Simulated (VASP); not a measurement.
The system is Ti.

```
Ti
1.0
     2.95000    0.00000    0.00000
    -1.47500    2.55477    0.00000
     0.00000    0.00000    4.68000
Ti
2
Cartesian
  1.4750 0.8516 3.5100
  0.0000 1.7032 1.1700
```

- Program: VASP 6.6.1
- Task: single point
- Functional: PBEsol
- Potentials or basis: VASP PAW PBE potentials, release 64 (Ti_sv)
- Cutoff: 520 eV
- k mesh: 10 × 10 × 6
- Occupations: fermi-dirac, width 0.05 eV
- Spin: no spin polarisation

On this cell: pressure -5.9 GPa; largest force under 0.003 eV/Å; band gap on the k mesh none (metal or under the smearing width).

The same run follows on a disturbed copy (atoms moved at random, drawn with an rms of 0.05 Å):

```
Ti
1.0
     2.95000    0.00000    0.00000
    -1.47500    2.55477    0.00000
     0.00000    0.00000    4.68000
Ti
2
Direct
  0.68616 0.32688 0.74849
  0.33797 0.67291 0.24873
```

Problem. What changes?

Solution. The energy (extrapolated to zero smearing) moves by +1.9 meV/atom; pressure -5.9 GPa; largest force 0.101 eV/Å; band gap on the k mesh none (metal or under the smearing width).

Forces on the atoms (eV/Å):
```
Ti  -0.090  0.046  0.003
Ti   0.090 -0.046 -0.003
```

Stress tensor (GPa, compression positive):
```
-6.13  0.66  0.00
 0.66 -5.45  0.00
 0.00  0.00 -6.23
```

Caveats: the PAW data sets were made with another functional, which shifts forces and pressure a little.
